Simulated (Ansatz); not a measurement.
**Si3Ge (ordered alloy on diamond lattice): from bands to localised orbitals**

Aim: build maximally localised Wannier functions for Si3Ge (ordered alloy on diamond lattice) from several sets of trial orbitals, and check spreads and centres, and how well the models interpolate the bands. The runs, in order: PBE, anion s p, 4×4×4; PBE, anion s p, 4×4×2; PBE, anion s p, 6×6×4; PBE, anion p, 4×4×4; PBE, all s p, disentangled, 4×4×4; r2SCAN, anion s p, 4×4×4; r2SCAN, all s p, disentangled, 4×4×4; HSE06, anion s p, 4×4×4; HSE06, all s p, disentangled, 4×4×4 (level, trial orbitals, Wannier mesh).

Program: Ansatz 0.2.0. Level of theory: plane waves, PAW. These are calculated values, not measurements.

3 further runs of the same task are left out: 3 that didn't finish.

**1. The system as given**

The structure is tetragonal, space group P-4m2 (No. 115). The conventional cell has a = 3.888 Å, b = 3.888 Å, c = 5.484 Å, α = 90.00°, β = 90.00°, γ = 90.00°. Si (site symmetry 2mm) has 2 Si at 2.36 Å and 2 Ge at 2.39 Å as nearest neighbours. Around Si (site symmetry -4m2) lie 4 Si at 2.36 Å. Ge (site symmetry -4m2) has 4 Si at 2.39 Å as nearest neighbours.

As a file:

```cif
data_structure
_symmetry_space_group_name_H-M 'P 1'
_symmetry_Int_Tables_number 1
_cell_length_a 3.8881
_cell_length_b 3.8881
_cell_length_c 5.4837
_cell_angle_alpha 90.000
_cell_angle_beta 90.000
_cell_angle_gamma 90.000
_cell_volume 82.90
loop_
_atom_site_label
_atom_site_type_symbol
_atom_site_fract_x
_atom_site_fract_y
_atom_site_fract_z
_atom_site_occupancy
Si1 Si 0.50000 0.00000 0.75488 1
Si2 Si 0.50000 0.50000 0.00000 1
Si3 Si 0.00000 0.50000 0.24512 1
Ge1 Ge 0.00000 0.00000 0.50000 1
```

The cell was relaxed beforehand with r2SCAN; those runs aren't shown.

**2. PBE, anion s p, 4×4×4**

Input file input.yaml:

```yaml
crystal:
  lattice:
    - [3.8880966177, 0.0, 0.0]
    - [0.0, 3.8880966177, 0.0]
    - [0.0, 0.0, 5.4836775972]
  atoms:
    - { symbol: Si, position: [0.5, 0.0, 0.754877492] }
    - { symbol: Si, position: [0.5, 0.5, 0.0] }
    - { symbol: Si, position: [0.0, 0.5, 0.245122508] }
    - { symbol: Ge, position: [0.0, 0.0, 0.5] }
kpoints:
  mp_grid: { grid: [6, 6, 4] }
  band_path:
    path:
      - [[0.0, 0.0, 0.0], [2.795612898624e-51, 0.5, -9.906936809587e-68], [0.5, 0.5, 1.49501448595e-33], [0.0, 0.0, 0.0], [-3.150479887507e-50, -5.012272481925e-84, 0.5], [2.294431668752e-50, 0.5, 0.5], [0.5, 0.5, 0.5], [-3.150479887507e-50, -5.012272481925e-84, 0.5]]
      - [[2.795612898624e-51, 0.5, -9.906936809587e-68], [2.294431668752e-50, 0.5, 0.5]]
      - [[0.5, 0.5, 1.49501448595e-33], [0.5, 0.5, 0.5]]
    npoints: 10
hamiltonian:
  xc: pbe
scf:
  occupations: { method: fixed }
  n_extra_bands: 6
output:
  forces: false
  stress: false
  eigenvalues: true
  wannier:
    kmesh: [4, 4, 4]
    projections: [{ species: Ge, l: s, shell: 4 }, { species: Ge, l: p, shell: 4 }]
    minimise: true
    write_hr: true
    conv_tol: 1.0e-08
    max_iter: 3000
```

The run is started by

```console
ansatz run input.yaml --threads 4 --pin off --max-ram 3686MiB --backend cpu --events-out ev --progress --plain --runs-dir out
```

The log of the run:

```text
Warning: RAYON_NUM_THREADS=4 ignored (pool sized by the plan → 4); use --threads N
scf.n_extra_bands = 6 over 13 filled bands (N_el = 26.0): the run solves 19 bands
Engine: ansatz 0.2.0, aarch64-unknown-linux-gnu
Pseudopotentials: kind: paw
Pseudopotential: Si, paw, valence charge 4, recommended cutoff 420 eV (normal), Si.paw.azcp
Pseudopotential: Ge, paw, valence charge 14, recommended cutoff 420 eV (normal), Ge.paw.azcp
Functional definition: PBE
  parameter kappa = 0.804
  parameter beta = 0.06672455060314922
  exchange = pbe_x(kappa = kappa, mu = beta*pi^2/3)
  correlation = pbe_c(beta = beta)
Crystal: 4 atoms, lattice volume = 82.898 Å³
Basis set: ecut = 420 eV, 1659 PW (Γ)
Bands: 19, of which v1, the nominal top of the filled ones, is band 13 counted from 1 (12 counted from 0)
Symmetry: 8 space group operations
Space group: P-4m2 (ITA 115), of the structure as read, at distance tolerance 4.4e-5 Å
k-points: 30 of 144 (time reversal used)
Non-local potential: Si, projectors of the file, l = 0: 2, l = 1: 2, l = 2: 2
Non-local potential: Ge, projectors of the file, l = 0: 2, l = 1: 2, l = 2: 3, l = 3: 1
PAW form: soft (Blöchl's): semilocal exchange-correlation on the pseudo side does not see the compensation charge
PAW one-centre angular grid: Si, 110 points (default); XC on 64 Gauss nodes
PAW one-centre angular grid: Ge, 590 points (default); XC on 64 Gauss nodes
Initial density: superposition of atomic densities (neutral atoms: chi_scale 0, normalization atom), corrected by the library's trained network
Initial wavefunctions: pseudopotential atomic-orbital guess
Functional: x = pbe(κ = 0.804, μ = 0.2195149727645171), c = pbe(β = 0.06672455060314922)
SCF iter   1: F=—  HF=-6202.327166 eV  |F-HF|=—  |Δ(HF+E_count)|=         —  Δρ=1.07e-3  dr2=7.41e-4  ethr=1.77e-3  ⟨swp⟩=4.0  Hψ=2600  notcnv=0  defer=106
preconditioner: auto → none  [insulator: Δε(μ)=0.383 eV  Ē_g=8.751 eV  n_scr=14 (ndim 8)  ℏωp=16.3 eV  f_vac=0.000  ε∞_Penn≈4.5]
SCF iter   2: F=—  HF=-6202.326975 eV  |F-HF|=—  |Δ(HF+E_count)|=   1.91e-4  Δρ=6.34e-4  dr2=2.04e-4  ethr=2.85e-6  ⟨swp⟩=2.0  Hψ=1263  notcnv=0  defer=117
SCF iter   3: F=—  HF=-6202.327004 eV  |F-HF|=—  |Δ(HF+E_count)|=   2.84e-5  Δρ=2.41e-4  dr2=5.54e-5  ethr=7.86e-7  ⟨swp⟩=2.0  Hψ=958  notcnv=0  defer=117
SCF iter   4: F=—  HF=-6202.327012 eV  |F-HF|=—  |Δ(HF+E_count)|=   8.81e-6  Δρ=6.62e-5  dr2=4.80e-6  ethr=2.13e-7  ⟨swp⟩=2.3  Hψ=731  notcnv=0  defer=78
SCF iter   5: F=—  HF=-6202.327012 eV  |F-HF|=—  |Δ(HF+E_count)|=   1.15e-7  Δρ=2.22e-5  dr2=5.77e-7  ethr=1.85e-8  ⟨swp⟩=2.8  Hψ=899  notcnv=0  defer=76
SCF iter   6: F=-6202.327012 eV  HF=-6202.327012 eV  |F-HF|=4.63e-9  |Δ(HF+E_count)|=   3.96e-8  Δρ=7.59e-6  dr2=2.42e-8  ethr=3.85e-10  ⟨swp⟩=8.6  Hψ=2762  notcnv=0
SCF 1 converged in 6 iterations: F = -6202.327012 eV  dr2 = 2.42e-8
NSCF: frozen V_eff on 93 k-points
NSCF: frozen V_eff on 21 k-points
the Wannier pass solved 21 of the 64 points of its mesh, and has the states at the others by symmetry: states obtained by the crystal's operations at points that were solved too leave a residual of 2.58e-13 eV (read by the count's bands and the next), within 8.33e-6 eV
SCF converged after 6 iterations
Free energy (F): -6202.327012 eV
Harris-Foulkes:  -6202.327012 eV  (|F-HF|=4.63e-9)
Internal energy: -6202.327012 eV  (E = F + TS)
E sigma→0 (E₀):  -6202.327012 eV
Fermi energy:    6.845478 eV
--- Per-component energies (eV) ---
  E_band       = -147.179839
  E_kinetic    = 232.552931
  E_local      = -2973.787667  (includes V_loc(G=0)·N_el)
  E_nonlocal   = 496.931296
  E_hartree    = 1311.752690
  E_xc         = -241.142473
  E_vxc        = -204.884609  (∫ρ·V_xc dr)
  E_paw        = -3558.766689  (= ΣΔE_a)
  E_vpaw       = -321.491170  (= ΣTr[D̂ρ^β])
  E_aug_tail   = 0.000316  (compensation charges beyond the density's cutoff)
  E_ewald      = -1469.867415
  E_smearing   = -0.000000  (= −TS)
  E_closure    = -0.000000  (closes the sum)
  Σ components = -6202.327012   (vs F -6202.327012, Δ=0.00e0)
--- Band table (eV; the first three rows and the last of 30) ---
  k-point 0: bands = ["-17.3602", "-17.3513", "-17.3513", "-17.3313", "-17.3252", "-5.3291", "-1.4281", "-1.0195", "3.9140", "3.9140", "6.8162", "6.8455", "6.8455", "7.4792", "7.6519", "9.3130", "9.3875", "9.3875", "9.4345"]
  k-point 1: bands = ["-17.3602", "-17.3513", "-17.3513", "-17.3312", "-17.3252", "-5.0658", "-2.9520", "0.8296", "4.1632", "4.1632", "5.3192", "6.0207", "6.0207", "7.4126", "8.3398", "8.9365", "10.5396", "10.5396", "10.6104"]
  k-point 2: bands = ["-17.3602", "-17.3513", "-17.3513", "-17.3312", "-17.3252", "-4.4330", "-4.0767", "2.8311", "3.2954", "4.7833", "4.7833", "5.0270", "5.0270", "7.7536", "8.0752", "9.9338", "10.0350", "12.4350", "12.4350"]
  k-point 29: bands = ["-17.3552", "-17.3552", "-17.3435", "-17.3303", "-17.3260", "-1.6927", "-0.9506", "-0.8712", "-0.8712", "2.9644", "2.9703", "2.9703", "3.0435", "11.0607", "11.2221", "11.2221", "11.3738", "11.5335", "11.5987"]
Wannier search: line search 1 of at most 3000: gauge-dependent spread (as the search counts it) 4.1243509 Å², largest recent change 2.7e-1 Å² and fall left 4.4e-3 Å² against conv_tol 1.0e-8 Å², 0 stops escaped
```

Wall time 3.5 s (4 threads of Arm Neoverse V1, shared host); peak memory 0.34 GiB.

wannier.win names the bands that the functions span: combinations of 6-13 (counted from 1; 13 are filled). Combinations are drawn from entangled bands, so such a model needn't follow any one band.

The head of wannier.spreads.toml:

```toml
omega_i_ang2 = 12.003333980018155
omega_d_ang2 = 0.0469332768006023
omega_od_ang2 = 0.9312755546056836
omega_total_ang2 = 12.981542811424442
least_projectability = 0.5999155982920186
b_vectors_match_mmn = true
n_iter = 23
converged = true
rejected_fitted_steps = 1
```

The functions (centres in Å, on-site energies from the top of the filled bands):

```tsv
n	x	y	z	spread (Å²)	on-site (eV)	nearest atoms	distance (Å)
1	0.000	-0.845	2.118	3.245	-6.348	Ge4	1.05
2	-0.845	0.000	3.366	3.245	-6.348	Ge4	1.05
3	0.845	0.000	3.366	3.245	-6.348	Ge4	1.05
4	0.000	0.845	2.118	3.245	-6.348	Ge4	1.05
```

The largest hoppings ⟨m, 0|H|n, R⟩, one of each Hermitian pair (signs follow the phases of the functions):

```tsv
m	n	R	distance (Å)	t (eV)
3	2	1 0 0	2.20	-1.807
4	1	0 1 0	2.20	-1.807
1	4	0 0 0	1.69	-1.693
2	3	0 0 0	1.69	-1.693
3	4	0 0 0	1.73	-0.925
2	4	0 0 0	1.73	-0.925
1	3	0 0 0	1.73	-0.925
1	2	0 0 0	1.73	-0.925
```

Interpolated bands at the corners of the path, eV from the top of the filled bands:

```tsv
point	e1	e2	e3	e4
Γ	-11.62	-7.47	-2.38	-2.38
X	-10.12	-7.69	-4.56	-1.26
M	-8.66	-7.19	-7.19	-2.85
Γ	-11.62	-7.47	-2.38	-2.38
Z	-11.25	-10.62	-1.82	-1.82
R	-10.07	-6.95	-6.83	-1.11
A	-8.54	-4.98	-4.98	-3.88
Z	-11.25	-10.62	-1.82	-1.82
X	-10.12	-7.69	-4.56	-1.26
R	-10.07	-6.95	-6.83	-1.11
M	-8.66	-7.19	-7.19	-2.85
A	-8.54	-4.98	-4.98	-3.88
```

Along the path each interpolated band stays within 0.78, 2.39, 2.05, 0.66 eV of the nearest computed level, from the lowest band up.

Misses of an eV or more mean that the model does not follow those bands.

**3. PBE, anion s p, 4×4×2**

Changes to input.yaml since step 2:

```diff
@@ -28,3 +28,3 @@
   wannier:
-    kmesh: [4, 4, 4]
+    kmesh: [4, 4, 2]
     projections: [{ species: Ge, l: s, shell: 4 }, { species: Ge, l: p, shell: 4 }]
```

The run is started by

```console
ansatz run input.yaml --threads 4 --pin off --max-ram 3686MiB --backend cpu --events-out ev --progress --plain --runs-dir out
```

The log of the run, cut to the lines that bear on the results:

```text
Warning: RAYON_NUM_THREADS=4 ignored (pool sized by the plan → 4); use --threads N
scf.n_extra_bands = 6 over 13 filled bands (N_el = 26.0): the run solves 19 bands
[...]
[... 4 set-up lines as earlier in the session ...]
[...]
Crystal: 4 atoms, lattice volume = 82.898 Å³
[...]
E sigma→0 (E₀):  -6202.327012 eV
Fermi energy:    6.845478 eV
[...]
--- Band table (eV; the first three rows and the last of 30) ---
  k-point 0: bands = ["-17.3602", "-17.3513", "-17.3513", "-17.3313", "-17.3252", "-5.3291", "-1.4281", "-1.0195", "3.9140", "3.9140", "6.8162", "6.8455", "6.8455", "7.4792", "7.6519", "9.3130", "9.3875", "9.3875", "9.4345"]
[...]
Wannier search: line search 1 of at most 3000: gauge-dependent spread (as the search counts it) 4.0739864 Å², largest recent change 2.7e-1 Å² and fall left 1.6e-3 Å² against conv_tol 1.0e-8 Å², 0 stops escaped
```

Wall time 3.4 s (4 threads of Arm Neoverse V1, shared host); peak memory 0.34 GiB.

wannier.win names the bands that the functions span: combinations of 6-13 (counted from 1; 13 are filled). Combinations are drawn from entangled bands, so such a model needn't follow any one band.

The head of wannier.spreads.toml:

```toml
omega_i_ang2 = 10.010003012161057
omega_d_ang2 = 0.1110314977020337
omega_od_ang2 = 0.9739037558974911
omega_total_ang2 = 11.094938265760582
least_projectability = 0.6534662975300357
b_vectors_match_mmn = true
n_iter = 22
converged = true
rejected_fitted_steps = 0
```

The functions (centres in Å, on-site energies from the top of the filled bands):

```tsv
n	x	y	z	spread (Å²)	on-site (eV)	nearest atoms	distance (Å)
1	0.000	-0.847	2.112	2.774	-6.299	Ge4	1.06
2	-0.847	0.000	3.372	2.774	-6.299	Ge4	1.06
3	0.847	0.000	3.372	2.774	-6.299	Ge4	1.06
4	0.000	0.847	2.112	2.774	-6.299	Ge4	1.06
```

Along the path each interpolated band stays within 0.78, 2.39, 2.03, 0.66 eV of the nearest computed level, from the lowest band up.

Misses of an eV or more mean that the model does not follow those bands.

**4. PBE, anion s p, 6×6×4**

Changes to input.yaml since step 3:

```diff
@@ -28,3 +28,3 @@
   wannier:
-    kmesh: [4, 4, 2]
+    kmesh: [6, 6, 4]
     projections: [{ species: Ge, l: s, shell: 4 }, { species: Ge, l: p, shell: 4 }]
```

The run is started by

```console
ansatz run input.yaml --threads 4 --pin off --max-ram 3686MiB --backend cpu --events-out ev --progress --plain --runs-dir out
```

The log of the run, cut to the lines that bear on the results:

```text
Warning: RAYON_NUM_THREADS=4 ignored (pool sized by the plan → 4); use --threads N
scf.n_extra_bands = 6 over 13 filled bands (N_el = 26.0): the run solves 19 bands
[...]
[... 4 set-up lines as earlier in the session ...]
[...]
Crystal: 4 atoms, lattice volume = 82.898 Å³
[...]
E sigma→0 (E₀):  -6202.327012 eV
Fermi energy:    6.845478 eV
[...]
--- Band table (eV; the first three rows and the last of 30) ---
  k-point 0: bands = ["-17.3602", "-17.3513", "-17.3513", "-17.3313", "-17.3252", "-5.3291", "-1.4281", "-1.0195", "3.9140", "3.9140", "6.8162", "6.8455", "6.8455", "7.4792", "7.6519", "9.3130", "9.3875", "9.3875", "9.4345"]
[...]
Wannier search: line search 1 of at most 3000: gauge-dependent spread (as the search counts it) 4.3696570 Å², largest recent change 4.7e-1 Å² and fall left 4.0e-3 Å² against conv_tol 1.0e-8 Å², 0 stops escaped
```

It took 4 s on 4 threads of Arm Neoverse V1, shared host; peak memory 0.34 GiB.

wannier.win names the bands that the functions span: combinations of 6-13 (counted from 1; 13 are filled). Combinations are drawn from entangled bands, so such a model needn't follow any one band.

The head of wannier.spreads.toml:

```toml
omega_i_ang2 = 14.246051696473899
omega_d_ang2 = 0.05646795979453399
omega_od_ang2 = 0.9220906410911903
omega_total_ang2 = 15.224610297359623
least_projectability = 0.5999155982920186
b_vectors_match_mmn = true
n_iter = 23
converged = true
rejected_fitted_steps = 0
```

The functions (centres in Å, on-site energies from the top of the filled bands):

```tsv
n	x	y	z	spread (Å²)	on-site (eV)	nearest atoms	distance (Å)
1	0.000	-0.845	2.114	3.806	-6.358	Ge4	1.05
2	-0.845	0.000	3.370	3.806	-6.358	Ge4	1.05
3	0.845	0.000	3.370	3.806	-6.358	Ge4	1.05
4	0.000	0.845	2.114	3.806	-6.358	Ge4	1.05
```

Along the path each interpolated band stays within 0.75, 2.43, 2.05, 0.69 eV of the nearest computed level, from the lowest band up.

Misses of an eV or more mean that the model does not follow those bands.

**5. PBE, anion p, 4×4×4**

Changes to input.yaml since step 4:

```diff
@@ -28,4 +28,4 @@
   wannier:
-    kmesh: [6, 6, 4]
-    projections: [{ species: Ge, l: s, shell: 4 }, { species: Ge, l: p, shell: 4 }]
+    kmesh: [4, 4, 4]
+    projections: [{ species: Ge, l: p, shell: 4 }]
     minimise: true
```

The run is started by

```console
ansatz run input.yaml --threads 4 --pin off --max-ram 3686MiB --backend cpu --events-out ev --progress --plain --runs-dir out
```

The log of the run:

```text
Warning: RAYON_NUM_THREADS=4 ignored (pool sized by the plan → 4); use --threads N
scf.n_extra_bands = 6 over 13 filled bands (N_el = 26.0): the run solves 19 bands
[... 9 set-up lines as earlier in the session ...]
Crystal: 4 atoms, lattice volume = 82.898 Å³
Basis set: ecut = 420 eV, 1659 PW (Γ)
Bands: 19, of which v1, the nominal top of the filled ones, is band 13 counted from 1 (12 counted from 0)
[... 2 set-up lines as earlier in the session ...]
k-points: 30 of 144 (time reversal used)
[... 8 set-up lines as earlier in the session ...]
SCF iter   1: F=—  HF=-6202.327166 eV  |F-HF|=—  |Δ(HF+E_count)|=         —  Δρ=1.07e-3  dr2=7.41e-4  ethr=1.77e-3  ⟨swp⟩=4.0  Hψ=2600  notcnv=0  defer=106
preconditioner: auto → none  [insulator: Δε(μ)=0.383 eV  Ē_g=8.751 eV  n_scr=14 (ndim 8)  ℏωp=16.3 eV  f_vac=0.000  ε∞_Penn≈4.5]
SCF iter   2: F=—  HF=-6202.326975 eV  |F-HF|=—  |Δ(HF+E_count)|=   1.91e-4  Δρ=6.34e-4  dr2=2.04e-4  ethr=2.85e-6  ⟨swp⟩=2.0  Hψ=1263  notcnv=0  defer=117
SCF iter   3: F=—  HF=-6202.327004 eV  |F-HF|=—  |Δ(HF+E_count)|=   2.84e-5  Δρ=2.41e-4  dr2=5.54e-5  ethr=7.86e-7  ⟨swp⟩=2.0  Hψ=958  notcnv=0  defer=117
SCF iter   4: F=—  HF=-6202.327012 eV  |F-HF|=—  |Δ(HF+E_count)|=   8.81e-6  Δρ=6.62e-5  dr2=4.80e-6  ethr=2.13e-7  ⟨swp⟩=2.3  Hψ=731  notcnv=0  defer=78
SCF iter   5: F=—  HF=-6202.327012 eV  |F-HF|=—  |Δ(HF+E_count)|=   1.15e-7  Δρ=2.22e-5  dr2=5.77e-7  ethr=1.85e-8  ⟨swp⟩=2.8  Hψ=899  notcnv=0  defer=76
SCF iter   6: F=-6202.327012 eV  HF=-6202.327012 eV  |F-HF|=4.63e-9  |Δ(HF+E_count)|=   3.96e-8  Δρ=7.59e-6  dr2=2.42e-8  ethr=3.85e-10  ⟨swp⟩=8.6  Hψ=2762  notcnv=0
SCF 1 converged in 6 iterations: F = -6202.327012 eV  dr2 = 2.42e-8
NSCF: frozen V_eff on 93 k-points
NSCF: frozen V_eff on 21 k-points
the Wannier pass solved 21 of the 64 points of its mesh, and has the states at the others by symmetry: states obtained by the crystal's operations at points that were solved too leave a residual of 2.58e-13 eV (read by the count's bands and the next), within 8.33e-6 eV
SCF converged after 6 iterations
Free energy (F): -6202.327012 eV
Harris-Foulkes:  -6202.327012 eV  (|F-HF|=4.63e-9)
Internal energy: -6202.327012 eV  (E = F + TS)
E sigma→0 (E₀):  -6202.327012 eV
Fermi energy:    6.845478 eV
--- Per-component energies (eV) ---
  E_band       = -147.179839
  E_kinetic    = 232.552931
  E_local      = -2973.787667  (includes V_loc(G=0)·N_el)
  E_nonlocal   = 496.931296
  E_hartree    = 1311.752690
  E_xc         = -241.142473
  E_vxc        = -204.884609  (∫ρ·V_xc dr)
  E_paw        = -3558.766689  (= ΣΔE_a)
  E_vpaw       = -321.491170  (= ΣTr[D̂ρ^β])
  E_aug_tail   = 0.000316  (compensation charges beyond the density's cutoff)
  E_ewald      = -1469.867415
  E_smearing   = -0.000000  (= −TS)
  E_closure    = -0.000000  (closes the sum)
  Σ components = -6202.327012   (vs F -6202.327012, Δ=0.00e0)
--- Band table (eV; the first three rows and the last of 30) ---
  k-point 0: bands = ["-17.3602", "-17.3513", "-17.3513", "-17.3313", "-17.3252", "-5.3291", "-1.4281", "-1.0195", "3.9140", "3.9140", "6.8162", "6.8455", "6.8455", "7.4792", "7.6519", "9.3130", "9.3875", "9.3875", "9.4345"]
  k-point 1: bands = ["-17.3602", "-17.3513", "-17.3513", "-17.3312", "-17.3252", "-5.0658", "-2.9520", "0.8296", "4.1632", "4.1632", "5.3192", "6.0207", "6.0207", "7.4126", "8.3398", "8.9365", "10.5396", "10.5396", "10.6104"]
  k-point 2: bands = ["-17.3602", "-17.3513", "-17.3513", "-17.3312", "-17.3252", "-4.4330", "-4.0767", "2.8311", "3.2954", "4.7833", "4.7833", "5.0270", "5.0270", "7.7536", "8.0752", "9.9338", "10.0350", "12.4350", "12.4350"]
  k-point 29: bands = ["-17.3552", "-17.3552", "-17.3435", "-17.3303", "-17.3260", "-1.6927", "-0.9506", "-0.8712", "-0.8712", "2.9644", "2.9703", "2.9703", "3.0435", "11.0607", "11.2221", "11.2221", "11.3738", "11.5335", "11.5987"]
Wannier search: line search 1 of at most 3000: gauge-dependent spread (as the search counts it) 0.9249155 Å², largest recent change 6.1e-2 Å² and fall left 1.5e-4 Å² against conv_tol 1.0e-8 Å², 0 stops escaped
```

Wall time 3.5 s (4 threads of Arm Neoverse V1, shared host); peak memory 0.34 GiB.

wannier.win names the bands that the functions span: combinations of 6-13 (counted from 1; 13 are filled). Combinations are drawn from entangled bands, so such a model needn't follow any one band.

The head of wannier.spreads.toml:

```toml
omega_i_ang2 = 15.309436531619397
omega_d_ang2 = 0.10087415501735089
omega_od_ang2 = 0.7666871802786733
omega_total_ang2 = 16.17699786691542
least_projectability = 0.5779048711965854
b_vectors_match_mmn = true
n_iter = 28
converged = true
rejected_fitted_steps = 1
```

The functions (centres in Å, on-site energies from the top of the filled bands):

```tsv
n	x	y	z	spread (Å²)	on-site (eV)	nearest atoms	distance (Å)
1	0.395	0.000	2.917	5.342	-5.061	Ge4	0.43
2	-0.395	0.000	2.917	5.342	-5.061	Ge4	0.43
3	0.000	0.000	2.405	5.493	-4.624	Ge4	0.34
```

The largest hoppings ⟨m, 0|H|n, R⟩, one of each Hermitian pair (signs follow the phases of the functions):

```tsv
m	n	R	distance (Å)	t (eV)
1	2	1 0 0	3.10	1.455
3	3	0 1 0	3.89	1.316
2	1	1 0 0	4.68	0.606
2	2	0 1 0	3.89	-0.557
1	1	0 1 0	3.89	-0.557
1	2	0 0 0	0.79	0.468
3	3	1 0 0	3.89	-0.370
2	3	0 1 0	3.94	0.302
```

Interpolated bands at the corners of the path, eV from the top of the filled bands:

```tsv
point	e1	e2	e3
Γ	-7.47	-2.38	-2.38
X	-7.69	-4.07	-1.26
M	-7.19	-7.19	-2.85
Γ	-7.47	-2.38	-2.38
Z	-10.62	-1.82	-1.82
R	-6.95	-6.43	-1.11
A	-4.98	-4.98	-3.88
Z	-10.62	-1.82	-1.82
X	-7.69	-4.07	-1.26
R	-6.95	-6.43	-1.11
M	-7.19	-7.19	-2.85
A	-4.98	-4.98	-3.88
```

Along the path each interpolated band stays within 2.07, 2.05, 0.80 eV of the nearest computed level, from the lowest band up.

Misses of an eV or more mean that the model does not follow those bands.

[end of part 1 of 2]
